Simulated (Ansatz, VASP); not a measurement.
**One calculation of La, two programs**

```
CELL_PARAMETERS angstrom
-1.97201 1.97201 1.97201
1.97201 -1.97201 1.97201
1.97201 1.97201 -1.97201
ATOMIC_POSITIONS crystal
La 0.00000 0.00000 0.00000
```

Alike in both runs: task single point; functional PBEsol; k mesh 12 × 12 × 12; occupations fermi-dirac, width 0.1 eV; no spin polarisation.

|  | VASP | Ansatz |
| --- | --- | --- |
| version | VASP 6.6.1 | Ansatz 0.2.0 |
| potentials or method | VASP PAW PBE potentials, release 64 (La) | plane waves (420 eV) with PAW, scalar-relativistic |
| plane-wave cutoff (eV) | 520 | 420 |
| valence electrons in the cell | 11 | 11 |

|  | VASP | Ansatz | Ansatz less VASP |
| --- | --- | --- | --- |
| pressure (GPa) | 4.3 | 4.2 | -0.11 |

Ansatz warned: «pseudo_functional_mismatch».

Caveats: the PAW data sets were made with another functional, which shifts forces and pressure a little (VASP). The runs have no spin-orbit coupling, so splittings on La are missing.
